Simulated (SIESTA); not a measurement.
ZrC:

```
CELL_PARAMETERS angstrom
0.00000 2.36500 2.36500
2.36500 0.00000 2.36500
2.36500 2.36500 0.00000
ATOMIC_POSITIONS crystal
Zr 0.50000 0.50000 0.50000
C 0.00000 0.00000 0.00000
```

Base run:

| Property | Result |
| --- | --- |
| Program | SIESTA 5.4.2 |
| Functional | LDA |
| Potentials or basis | PseudoDojo 0.4 standard (LDA files) |
| Basis | DZP (energy shift 0.002 Ry) |
| Grid cutoff | 800 Ry |
| Energy shift | 0.002 Ry |
| k mesh | 10 × 10 × 10 |
| Occupations | fermi-dirac, width 0.05 eV |
| Spin | no spin polarisation |

Its results: band gap on the k mesh none (metal or under the smearing width); pressure -10.3 GPa.

The run is repeated on the same cell with these changes: functional from LDA to PBEsol; potentials or basis from PseudoDojo 0.4 standard (LDA files) to PseudoDojo 0.4 standard (PBEsol files). What comes out?

Band gap on the k mesh none (metal or under the smearing width); pressure -6.5 GPa.

Caveats: semicore shells carry a single zeta, which can move pressures by several GPa and volumes by a few percent; the basis of atomic orbitals isn't converged, which shifts pressures, moduli and gaps.

Not every run made on this cell is shown here.
